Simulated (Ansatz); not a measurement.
# Ni (Nickel): the cost of one run

Method: DFT PBE, scalar-relativistic, plane waves, PAW, in Ansatz 0.2.0.

1 further run of the same task is left out (set aside as unsound or not needed).

## 1. The structure to begin with

The structure is cubic, space group Fm-3m (No. 225). The conventional cell has a = 3.518 Å, b = 3.518 Å, c = 3.518 Å, α = 90.00°, β = 90.00°, γ = 90.00°. Ni (site symmetry m-3m) has 12 Ni at 2.49 Å as nearest neighbours.

Coordinates:

```
Ni
1.0
     0.00000    1.75924    1.75924
     1.75924    0.00000    1.75924
     1.75924    1.75924    0.00000
Ni
1
Direct
  0.00000 0.00000 0.00000
```

This cell was relaxed beforehand with the same method: volume 10.89 Å³/atom, gap on the mesh none (metal), site moments up to 0.7 μB.

Bulk energy on matching settings, from an earlier run: -5839.7194 eV/atom.

## 2. The (100) slab

Miller indices refer to the conventional cell of the relaxed bulk, Fm-3m (No. 225): a = 3.518 Å, b = 3.518 Å, c = 3.518 Å, α = 90.00°, β = 90.00°, γ = 90.00°.

The slab is a (100) slab, 12.3 Å thick as cut, with 15 Å of vacuum; its outer planes are Ni (top) and Ni (bottom).

The slab as cut. Layers, bottom to top:

| plane | atoms per cell | height over the lowest (Å) |
| --- | --- | --- |
| 1 | Ni | 0.00 |
| 2 | Ni | 1.76 |
| 3 | Ni | 3.52 |
| 4 | Ni | 5.28 |
| 5 | Ni | 7.04 |
| 6 | Ni | 8.80 |
| 7 | Ni | 10.56 |
| 8 | Ni | 12.31 |

## 3. Single point on the unrelaxed (100) slab

The cell repeats along c, and a dipole correction in the vacuum removes the field between the copies.

input.yaml

```yaml
crystal:
  lattice:
    - [2.487937946, 0.0, 0.0]
    - [0.0, 2.487937946, 0.0]
    - [0.0, 0.0, 27.3146645496]
  atoms:
    - { symbol: Ni, position: [0.5, 0.5, 0.2745777817], spin: 0.75 }
    - { symbol: Ni, position: [0.0, 0.0, 0.3389841298], spin: 0.75 }
    - { symbol: Ni, position: [0.5, 0.5, 0.4033904779], spin: 0.75 }
    - { symbol: Ni, position: [0.0, 0.0, 0.467796826], spin: 0.75 }
    - { symbol: Ni, position: [0.5, 0.5, 0.532203174], spin: 0.75 }
    - { symbol: Ni, position: [0.0, 0.0, 0.5966095221], spin: 0.75 }
    - { symbol: Ni, position: [0.5, 0.5, 0.6610158702], spin: 0.75 }
    - { symbol: Ni, position: [0.0, 0.0, 0.7254222183], spin: 0.75 }
basis:
  ecutwfc: 420
kpoints:
  mp_grid: { grid: [14, 14, 1] }
hamiltonian:
  xc: pbe
scf:
  occupations: { method: gaussian, width: 0.1 }
output:
  forces: true
  stress: true
  eigenvalues: true
  populations: true
  write_density: true
  write_potential: true
  elf: true
  volumetric_format: npy
magnetization:
  spin_polarized: true
efield:
  axis: 3
  dipole_correction: true
```

Command:

```console
> ansatz run input.yaml --threads 2 --pin off --max-ram 5120MiB --backend cpu --events-out ev --progress --plain --runs-dir out
```

Q: Estimate wall time and peak memory on 2 threads of Intel Xeon at 2.50GHz (Skylake/Cascade Lake), shared host.

About 3.9 min, with a peak of 1 GiB.
